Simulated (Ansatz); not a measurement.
## What uniaxial stress, 2 GPa tension along x does to Ti3SiC2

Take Ti3SiC2 (space group P6_3/mmc, No. 194; a = 3.073 Å, c = 17.723 Å) as the base. Axes: x lies along a and z along c of the hexagonal cell.

Perturbation: uniaxial stress, 2 GPa tension along x; all other stress components relax to zero.

Computed with DFT with PBE, PAW potentials and a 420 eV plane-wave cutoff in Ansatz (a program for electronic structure), no spin-orbit coupling. k-mesh 14×14×3 (Γ-centred); smearing 0.05 eV (Fermi–Dirac).

```json
[
 {"quantity": "volume per atom", "base": "12.08 Å³", "changed": "12.12 Å³", "shift": "+0.04 Å³"},
 {"quantity": "shortest interatomic distance", "base": "2.092 Å", "changed": "2.090 Å", "shift": "-0.002 Å"},
 {"quantity": "energy relative to the base (free energy F)", "base": "0 meV/atom", "changed": "+0.5 meV/atom", "shift": "+0.5 meV/atom"},
 {"quantity": "band gap", "base": "zero", "changed": "zero", "shift": "–"},
 {"quantity": "strain response (xx, yy, zz) (rough)", "base": "–", "changed": "(+0.63, −0.11, −0.15) %", "shift": "–"}
]
```

Final structure:

```xyz
12
Lattice="3.0922 0.0000 0.0000 -1.5461 2.6581 0.0000 0.0000 0.0000 17.6962" Properties=species:S:1:pos:R:3 pbc="T T T"
Ti     0.0000     0.0000     0.0000
Ti     0.0000     0.0000     8.8481
Ti     0.0000     1.7705     2.3867
Ti     1.5461     0.8876    11.2348
Ti     1.5461     0.8876    15.3095
Ti     0.0000     1.7705     6.4614
Si     0.0000    -0.0058     4.4241
Si     0.0000     0.0058    13.2722
C      0.0000     1.7723    10.1288
C      1.5461     0.8858     1.2807
C      1.5461     0.8858     7.5674
C      0.0000     1.7723    16.4155
```

Without a gap, meshes like the base's 14×14×3 leave anisotropic stresses uncertain by several tenths of a GPa, and small strain energies with them. Beyond what the load breaks, stability against distortions was not tested. All final runs are without spin polarisation.
